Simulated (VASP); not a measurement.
Wanted: the native input for a VASP 6.6.1 run.

```yaml
Task: single point
Functional: PBE
Potentials_or_basis: VASP PAW PBE potentials, release 64 (Gd, N)
Cutoff: 520 eV
k_mesh: 7 × 7 × 7
Occupations: fermi-dirac, width 0.05 eV
Spin: collinear spin, antiferromagnetic start
Starting_moments: "[7.0, -7.0, 0.0, 0.0] μB"
Hubbard_terms: Gd f U = 8 eV
Further_INCAR_settings: ALGO = Normal; EDIFF = 1e-07
```

The structure of GdN lies in POSCAR:

```
GdN
1.0
    2.5600000000      2.5600000000      5.1200000000
    5.1200000000      2.5600000000      2.5600000000
    2.5600000000      5.1200000000      2.5600000000
Gd N
2 2
Direct
    0.0000000000      0.0000000000      0.0000000000
    0.5000000000      0.5000000000      0.5000000000
    0.2500000000      0.2500000000      0.2500000000
    0.7500000000      0.7500000000      0.7500000000
```

The cell comes from a database or a generator and needn't be the stable form of this composition.

The input as run:

INCAR

```
SYSTEM = GdN
ALGO = Normal
EDIFF = 1E-7
ENCUT = 520
GGA = PE
ISIF = 2
ISMEAR = -1
ISPIN = 2
LASPH = .True.
LCHARG = .False.
LDAU = .True.
LDAUJ = 0 0
LDAUL = 3 -1
LDAUPRINT = 1
LDAUTYPE = 2
LDAUU = 8 0
LMAXMIX = 6
LORBIT = 11
LREAL = .False.
LWAVE = .False.
MAGMOM = 7 -7 0 0
NELM = 100
PREC = Accurate
SIGMA = 0.05
```

KPOINTS

```
k-points
0
Gamma
  7 7 7
  0 0 0
```

Potentials or basis: VASP PAW PBE potentials, release 64 (Gd, N).

The run is started by

```console
$ cat potpaw_PBE.64/Gd/POTCAR potpaw_PBE.64/N/POTCAR > POTCAR
$ mpirun -np 1 vasp_std > vasp.out
```

It gave:

- Pressure: -8.3 GPa
- Band gap on the k mesh: 0.28 eV
- Net moment: 0.00 μB per cell
- Site moments: Gd +6.88, -6.88; N +0.00 μB
- Valence electrons inside the program's atomic spheres: Gd 15.15; N 3.60

Caveat: spin-orbit coupling is left out, which moves the levels of the heavy elements; an odd mesh through Γ misses points on the zone boundary, where band edges often lie.

It took 19 min on 1 thread of Intel(R) Xeon(R) Platinum 8488C (Sapphire Rapids), on a shared host, peak memory 0.51 GiB.
